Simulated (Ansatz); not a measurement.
Bicrystals of relaxed bulk Mo (Im-3m, 15.78 Å³/atom, gap on the mesh 0.00 eV): one grain is mirrored in the boundary plane and shifted (fractions of the plane's cell), where said the two species change places in it, close atoms are joined, tilt boundaries are opened by 0.15 Å, then atoms and the cell's height are relaxed. Energies are the mean of the cell's two boundaries over the bulk on a matched mesh; other shifts may lie lower.

These are results of DFT PBE, scalar-relativistic, plane waves, PAW in Ansatz, not measurements.

Cutoff 420 eV, Gaussian smearing of 0.10 eV, energies at zero smearing, symmetry of each start kept, no spin polarisation.

```
                                          start atoms k mesh boundary energy (mJ/m²) excess width (Å) gap on the mesh (eV)
      Σ3 (211), mirror on a plane, shift [0, 0]     12  12×8×3                      595              0.09                     0
Σ3 (211), mirror between planes, shift [0, 0.5]     12  12×8×3                     1129              0.09                     0
```

Small energy differences in metals hang on the k mesh (about 10 mJ/m² or 1 to 2 meV/atom on the mesh of the relaxation).

Cost: 2 runs of about 34 core-minutes in all, on Arm Neoverse V2 (shared hosts).